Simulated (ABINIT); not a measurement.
Crystal: Sn.

```xyz
1
Lattice="-2.0292 2.0292 1.6608 2.0292 -2.0292 1.6608 2.0292 2.0292 -1.6608" Properties=species:S:1:pos:R:3 pbc="T T T"
Sn    0.0000    0.0000    0.0000
```

This isn't the form of Sn at room conditions, which is tetragonal (white tin).

Base run:

| Quantity | Value |
| --- | --- |
| Program | ABINIT 10.8.3 (patched build) |
| Functional | SCAN |
| Potentials or basis | JTH PAW PBE v2.0 |
| Cutoff | 707 eV |
| k mesh | 10 × 10 × 10 |
| Occupations | fermi-dirac, width 0.05 eV |
| Spin | no spin polarisation |

Its results: band gap on the k mesh none (metal or under the smearing width); pressure -0.9 GPa.

Task: After a change of settings the same cell gave: band gap on the k mesh none (metal or under the smearing width); pressure -2.0 GPa. Which change was it?
A. functional from SCAN to LDA
B. functional from SCAN to revPBE
C. functional from SCAN to WC
D. functional from SCAN to BLYP

Result: C.

Caveats: the PAW data sets were made with another functional, which shifts forces and pressure a little.

Runs at the PBE level aren't shown here.
